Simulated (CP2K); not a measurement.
GaAs:

```
CELL_PARAMETERS angstrom
3.81256 0.00000 0.00000
1.90628 3.30178 0.00000
1.90628 1.10059 3.11295
ATOMIC_POSITIONS crystal
Ga 0.00000 0.00000 0.00000
As 0.50000 0.50000 0.50000
```

The cell was built by a generator and needn't be a form met in nature.

Base run:

- Program: CP2K 2026.2
- Functional: RPBE
- Potentials or basis: POTENTIAL_UZH Ga GTH-PBE-q13, As GTH-PBE-q5; TZVP-MOLOPT-PBE-GTH basis
- Density cutoff: 9184 eV
- k mesh: 9 × 9 × 9
- Occupations: fermi-dirac, width 0.05 eV
- Spin: no spin polarisation

Its results: band gap on the k mesh none (metal or under the smearing width); pressure 1.9 GPa.

Question: After a change of settings the same cell gave: band gap on the k mesh none (metal or under the smearing width); pressure -1.4 GPa. Which change was it?
A. functional from RPBE to PW91
B. functional from RPBE to HLE16
C. functional from RPBE to LDA
D. functional from RPBE to MS2

Answer: D.

Caveats: the potentials were made for another functional, which shifts forces and pressure; the basis of atomic orbitals isn't converged, which shifts pressures, moduli and gaps.

Runs at the PBE level aren't shown here.
